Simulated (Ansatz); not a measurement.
Theory: DFT PBE, scalar-relativistic, plane waves, PAW in Ansatz. Settings: cutoff 420 eV, Γ-centred meshes spaced at most about 0.3 Å⁻¹, and about 0.25 Å⁻¹ or finer for metals (2π included), Gaussian smearing. No spin polarisation in the final relaxations.

Temperature and zero-point effects are left out. All come from trial cells, and lower structures may exist.

Question: Which of these relaxed structures of GaAs is the lowest in energy?
A.

```
CELL_PARAMETERS angstrom
3.76563 0.00000 0.00000
-1.88282 3.26113 0.00000
0.00000 0.00000 6.45277
ATOMIC_POSITIONS crystal
Ga 0.00000 0.00000 0.00000
Ga 0.00000 0.00000 0.50000
As 0.33333 0.66667 0.25000
As 0.66667 0.33333 0.75000
```

B.

```
CELL_PARAMETERS angstrom
3.75399 0.00000 0.00000
0.00000 3.75399 0.00000
0.00000 0.00000 6.87259
ATOMIC_POSITIONS crystal
Ga 0.50000 0.50000 0.25000
Ga 0.50000 0.50000 0.75000
As 0.00000 0.50000 0.00000
As 0.50000 0.00000 0.50000
```

Answer: A. It has the nickel arsenide type, space group P6_3/mmc (No. 194); the next, B, with space group P4_2/mmc (No. 131), lies 118 meV/atom higher. Counting As atoms around Ga (those within 1.25 times the shortest such distance or 1.15 times the sum of covalent radii), the lowest has Ga 6 and the next has Ga 4.

Cells relaxed within their symmetry can be saddle points. The part of the Crystallography Open Database at hand lists GaAs in space group No. 216, which no cell shown has. Some structure types and database cells were kept out of the candidates from the start, so a known form may be missing.
